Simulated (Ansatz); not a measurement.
Runs of Ansatz 0.2.0 on Ca. Symmetry: Fm-3m, No. 225, cubic system. Conventional cell: a = 5.588 Å, b = 5.588 Å, c = 5.588 Å, α = 90.00°, β = 90.00°, γ = 90.00°. Around Ca (site symmetry m-3m) lie 12 Ca at 3.95 Å. 

```csv
task,level,potentials or basis,cell,cutoff (eV),points for each segment of the path,gap on the mesh (eV),pressure (GPa),relaxed volume (Å³/atom)
band structure,PBE,JTH PAW,as given,870,14,none,-0.6,-
band structure,PBE,PseudoDojo standard (PBE files),as given,925,14,none,-0.6,-
relaxation of cell and atoms,PBE+D3(BJ)-ATM,Ansatz PAW,relaxed,420,-,none,0.0,40.26
band structure,PBE,Ansatz PAW earlier set,as given,620,14,none,-0.6,-
band structure,PBE,Ansatz PAW earlier set,as given,520,14,none,-0.6,-
band structure,PBE,Ansatz PAW,as given,420,14,none,-0.6,-
relaxation of cell and atoms,PBE+D4,Ansatz PAW,relaxed,420,-,none,0.0,(a)
band structure,PBE,SPMS NC,as given,435,14,none,-0.6,-
relaxation of cell and atoms,PBE,Ansatz PAW,relaxed,420,-,none,0.0,42.13
band structure,PBE,PseudoDojo stringent (PBE files),as given,925,14,none,-0.6,-
relaxation of cell and atoms,PBE+D3(BJ),Ansatz PAW,relaxed,420,-,none,0.0,40.12
```

Alike in all rows: no spin polarisation; k mesh 8 × 8 × 8; smearing fermi-dirac 0.05 eV.

**Question.** Fill in the values left out.

**Answer.** (a) 41.84.

Caveats: the plane-wave basis is chosen anew once the cell has moved, so the energies of steps on either side of that aren't comparable (some runs); pairwise dispersion overbinds metals, which lowers pressure and volume (some runs).

A gap of «none» marks a metal or a gap under the smearing width.
